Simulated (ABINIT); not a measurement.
Hf in ABINIT: the effect of functional

Hf:

```
Hf
1.0
     2.91381    0.00000    0.00000
     0.00000    2.91381    0.00000
     0.00000    0.00000    2.91381
Hf
1
Direct
  0.50000 0.50000 0.50000
```

The cell was built by a generator and needn't be a form met in nature.

Alike in all runs:

* Program: ABINIT 10.8.3 (patched build)
* Task: single point
* Potentials or basis: JTH PAW PBE v2.0
* Cutoff: 626 eV
* k mesh: 9 × 9 × 9
* Occupations: fermi-dirac, width 0.05 eV
* Spin: no spin polarisation

```tsv
functional	pressure (GPa)
PBE	-0.2
LDA	-7.0
PBEsol	-3.9
RPBE	2.1
BLYP	2.8
AM05	-4.0
r2SCAN	-1.4
SCAN	?
revPBE	1.4
PW91	-0.6
WC	-3.7
```

Question: What does the run with functional SCAN give?

Answer: Pressure -6.0 GPa.

Caveats: the PAW data sets were made with another functional, which shifts forces and pressure a little (some runs).
